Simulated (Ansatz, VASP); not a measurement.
K: VASP beside Ansatz

The input INCAR:

```
  PREC = Accurate
  ENCUT = 520
  EDIFF = 1E-7
  ISMEAR = 0
  SIGMA = 0.15
  LREAL = False
  LASPH = True
  NELM = 100
  ALGO = Normal
  ISIF = 2
  LWAVE = False
  LCHARG = True
  GGA = PS
  LELF = True
  LVHAR = True
  NBANDS = 10
```

Contents of KPOINTS:

```
regular mesh
0
Gamma
  14 14 14
```

Contents of POSCAR:

```
K
1.0
   -2.3562000000      2.3562000000      2.6180000000
    2.3562000000     -2.3562000000      2.6180000000
    2.3562000000      2.3562000000     -2.6180000000
K
1
Direct
    0.0000000000      0.0000000000      0.0000000000
```

Input for Ansatz:

```yaml
crystal:
  lattice:
    - [-2.3562, 2.3562, 2.618]
    - [2.3562, -2.3562, 2.618]
    - [2.3562, 2.3562, -2.618]
  atoms:
    - { symbol: K, position: [0.0, 0.0, 0.0] }
basis:
  ecutwfc: 420
kpoints:
  mp_grid: { grid: [14, 14, 14] }
hamiltonian:
  xc: pbesol
scf:
  occupations: { method: gaussian, width: 0.15 }
output:
  forces: true
  stress: true
  eigenvalues: true
```

Change from the starting cell: strain -0.1000 x Voigt [1, 1, 0, 0, 0, 0], atoms carried along.

Alike in both runs: task single point; functional PBEsol; k mesh 14 × 14 × 14; occupations gaussian, width 0.15 eV; no spin polarisation.

|  | VASP | Ansatz |
| --- | --- | --- |
| version | VASP 6.6.1 | Ansatz 0.2.0 |
| potentials or method | VASP PAW PBE potentials, release 64 (K_sv) | scalar-relativistic, plane waves, PAW |
| plane-wave cutoff (eV) | 520 | 420 |
| valence electrons in the cell | 9 | 9 |

```csv
,VASP,Ansatz,Ansatz less VASP
gap on the k mesh at the Fermi level (eV),none,none,-
pressure (GPa),1.1,1.1,+0.01
```

A gap of «none» marks a metal or a gap that the smearing closes.

Caveats: the PAW data sets were made with another functional, which shifts forces and pressure a little (VASP).
